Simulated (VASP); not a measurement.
These are PBE GGA, VASP's PBE PAW potentials (set 64) (plane waves; VASP) values and carry that method's errors.

Input for VASP

### KPOINTS
```
K-points
0
Gamma
8 8 7
0 0 0
```

### POSCAR
```
Li3N
1
    1.8163155022    -3.1459510046    -0.0000000000
    1.8163155022     3.1459510046     0.0000000000
   -0.0000000000    -0.0000000000     3.8662002613
Li N
3 1
Direct
  0.3333330000   0.6666670000   0.0000000000
  0.6666670000   0.3333330000   0.0000000000
  0.0000000000   0.0000000000   0.5000000000
  0.0000000000   0.0000000000   1.0000000000
```

### INCAR
```
ISIF = 2   # forces and stress, cell fixed
LASPH = .True.
SYSTEM = Li3N
LREAL = .False.
ALGO = Normal   # blocked Davidson
LWAVE = .False.
EDIFF = 1E-7
NELM = 100   # most electronic steps
GGA = PE   # PBE
LEFG = .True.
LORBIT = 11   # lm-projected
PREC = Accurate
ENCUT = 520   # plane-wave cut-off (eV)
ISMEAR = -5
NEDOS = 601
LCHARG = .True.
```

POTCAR, in this order: Li_sv N (PBE.64 set). Program: vasp_std.

What VASP printed:

File OSZICAR:
```
       N       E                     dE             d eps       ncg     rms          rms(c)
DAV:   1     0.554741008017E+02    0.55474E+02   -0.68493E+03   880   0.135E+03
DAV:   2    -0.114551778575E+02   -0.66929E+02   -0.63601E+02  1174   0.251E+02
DAV:   3    -0.191477894203E+02   -0.76926E+01   -0.76562E+01  1432   0.767E+01
DAV:   4    -0.197938368543E+02   -0.64605E+00   -0.64507E+00  1335   0.190E+01
DAV:   5    -0.198024202577E+02   -0.85834E-02   -0.85831E-02  1223   0.256E+00    0.984E+00
DAV:   6    -0.158754004399E+02    0.39270E+01   -0.25153E+01  1035   0.234E+01    0.452E+00
DAV:   7    -0.157132254179E+02    0.16218E+00   -0.15717E+00  1202   0.724E+00    0.230E+00
DAV:   8    -0.156367387391E+02    0.76487E-01   -0.37039E-01  1046   0.496E+00    0.117E+00
DAV:   9    -0.156257434903E+02    0.10995E-01   -0.56263E-02  1114   0.154E+00    0.339E-01
DAV:  10    -0.156267278516E+02   -0.98436E-03   -0.40694E-03  1133   0.383E-01    0.816E-02
DAV:  11    -0.156265717937E+02    0.15606E-03   -0.15794E-03  1157   0.193E-01    0.270E-02
DAV:  12    -0.156265782882E+02   -0.64945E-05   -0.14339E-04  1127   0.772E-02    0.138E-02
DAV:  13    -0.156265742178E+02    0.40704E-05   -0.28177E-05  1165   0.313E-02    0.106E-03
DAV:  14    -0.156265739695E+02    0.24835E-06   -0.15858E-06  1298   0.951E-03    0.113E-03
DAV:  15    -0.156265737273E+02    0.24219E-06   -0.12777E-07   709   0.220E-03    0.338E-04
DAV:  16    -0.156265737127E+02    0.14584E-07   -0.12345E-08   554   0.113E-03
   1 F= -.15626574E+02 E0= -.15626574E+02  d E =0.000000E+00
```

OUTCAR:
```
------------------------ aborting loop because EDIFF is reached ----------------------------------------
  FORCE on cell =-STRESS in cart. coord.  units (eV):
  Direction    XX          YY          ZZ          XY          YZ          ZX
  --------------------------------------------------------------------------------------
  Total        0.0175451      0.0175451      0.0240543      0.0000000      0.0000000     -0.0000000
  in kB        0.6362205      0.6362206      0.8722602      0.0000000      0.0000000     -0.0000000
  external PRESSURE =       0.7149005 kB  Pullay stress =       0.0000000 kB
  volume of cell :       44.18
      direct lattice vectors                 reciprocal lattice vectors
     1.816315502 -3.145951005  0.000000000     0.275282570 -0.158934452  0.000000000
     1.816315502  3.145951005  0.000000000     0.275282570  0.158934452  0.000000000
     0.000000000  0.000000000  3.866200261     0.000000000  0.000000000  0.258651889
 POSITION                                       TOTAL-FORCE (eV/Angst)
 -----------------------------------------------------------------------------------
      1.81632      1.04865      0.00000        -0.000000      0.000000      0.000000
      1.81632     -1.04865      0.00000         0.000000     -0.000000      0.000000
      0.00000      0.00000      1.93310         0.000000      0.000000      0.000000
      0.00000      0.00000      0.00000         0.000000      0.000000      0.000000
 -----------------------------------------------------------------------------------
    total drift:                                0.000000     -0.000000      0.000000
  FREE ENERGIE OF THE ION-ELECTRON SYSTEM (eV)
  ---------------------------------------------------
  free  energy   TOTEN  =       -15.6265737127 eV

  energy  without entropy=      -15.6265737127  energy(sigma->0) =      -15.62657371

 total charge

# of ion       s       p       d       tot
------------------------------------------
    1        2.042   0.089   0.000   2.131
    2        2.042   0.089   0.000   2.131
    3        2.043   0.082   0.000   2.125
    4        1.225   2.393   0.000   3.618
--------------------------------------------------
tot          7.351   2.655   0.000  10.006

 Electric field gradients after diagonalization (V/A^2)
 (convention: |V_zz| > |V_xx| > |V_yy|)
----------------------------------------------------------------------
 ion       V_xx      V_yy      V_zz     asymmetry (V_yy - V_xx)/ V_zz
----------------------------------------------------------------------
   1      -1.017    -1.010     2.027       0.003
   2      -1.017    -1.010     2.027       0.003
   3       2.124     2.120    -4.244       0.001
   4      -5.756    -5.754    11.511       0.000
```
(Selected blocks of OUTCAR.)

The compound is Li3N in the alpha structure. It was relaxed first.
